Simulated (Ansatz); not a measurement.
TiAl$_{2}$: how the occupation rule moves the results

Theory: Ansatz 0.2.0, DFT r2SCAN, scalar-relativistic, plane waves, PAW.

```cif
data_structure
_symmetry_space_group_name_H-M 'P 1'
_symmetry_Int_Tables_number 1
_cell_length_a 6.3630
_cell_length_b 6.3630
_cell_length_c 4.0315
_cell_angle_alpha 90.000
_cell_angle_beta 90.000
_cell_angle_gamma 143.748
_cell_volume 96.52
loop_
_atom_site_label
_atom_site_type_symbol
_atom_site_fract_x
_atom_site_fract_y
_atom_site_fract_z
_atom_site_occupancy
Ti1 Ti 0.64900 0.35100 0.00000 1
Ti2 Ti 0.35100 0.64900 0.00000 1
Al1 Al 0.00000 0.00000 0.00000 1
Al2 Al 0.82400 0.17600 0.50000 1
Al3 Al 0.17600 0.82400 0.50000 1
Al4 Al 0.50000 0.50000 0.50000 1
```

```json
{
  "plane-wave cutoff": "500 eV",
  "Γ-centred k-mesh": "10×10×10",
  "spin treatment": "unpolarised"
}
```

The atoms are held and the occupation rule is swept. Energies are extrapolated to zero smearing and count from the reference run, 10×10×10 Γ-centred mesh, Gaussian smearing 0.1 eV. The cell isn't necessarily relaxed at this level. Pressure is positive in compression.

```tsv
rule, width (eV)	ΔE (meV/atom)	ΔF, free energy (meV/atom)	P (GPa)	largest change of a force component (eV/Å)
Gaussian 0.1	0.00	0.00	-1.82	0.000
Gaussian 0.2	0.26	-2.89	-1.79	0.001
Gaussian 0.3	0.70	-8.18	-1.73	0.006
Fermi–Dirac 0.01	0.00	0.83	-1.83	0.009
Fermi–Dirac 0.05	0.06	-0.61	-1.81	0.001
Fermi–Dirac 0.5	20.8	-216	0.58	0.082
Methfessel–Paxton 0.01	0.01	0.91	-1.83	0.008
Methfessel–Paxton 0.1	-0.03	0.90	-1.83	0.004
Methfessel–Paxton 0.2	0.07	1.18	-1.83	0.005
cold 0.01	0.01	0.91	-1.83	0.009
cold 0.05	-0.02	0.88	-1.83	0.009
cold 0.5	1.94	5.03	-1.82	0.023
tetrahedron	0.13	1.03	-1.83	0.003
```

Cost: 13 runs of about 18 core-minutes in all, on AMD EPYC 7R43 (Zen 3) (shared hosts).